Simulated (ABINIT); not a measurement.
A run of ABINIT 10.8.3 (patched build):

Contents of run.abi:

```
# Pseudopotentials
pp_dirpath "./"
pseudos "W.upf, S.upf"

# Structure
acell 3*1.0 Angstrom
rprim
     1.5790000000     0.9116360751     6.1633333333
    -1.5790000000     0.9116360751     6.1633333333
     0.0000000000    -1.8232721501     6.1633333333
ntypat 2
znucl 74 16
natom 3
typat 1 2 2
xred
    -0.0129770000     0.0109140000     0.0083710000
     0.5857000000     0.5814600000     0.5725220000
     0.7475030000     0.7399750000     0.7708190000
chkprim 0
chksymtnons 0
tolsym 1.0e-6

# Plane-wave basis
ecut 37.0

# k points
kptopt 1
ngkpt 10 10 10
nshiftk 1
shiftk 0.0 0.0 0.0

# Exchange and correlation
ixc -116133

# Bands and occupations
nband 17
occopt 3
tsmear 0.05 eV

# SCF cycle
nstep 100
tolvrs 1.0e-10

# Output
iomode 3
prtwf 0
prteig 0
prtebands 0
enunit 2
prtden 1
prtvha 1
prtvclmb 1
prtpot 1
prtelf 1
```

Potentials or basis: PseudoDojo NC SR PBEsol v0.4.1 standard.

The run is started by

```sh
$ abinit run.abi > log 2>&1
```

Hardware: 1 thread of Arm Neoverse V2, with other jobs on the host.

Estimate the wall time of this run.

It took 57 min on 1 thread of Arm Neoverse V2 (shared host), peak memory 0.68 GiB. Counts: scf iterations 12, mpi ranks 1, k points 504, bands 17, plane waves 3881.
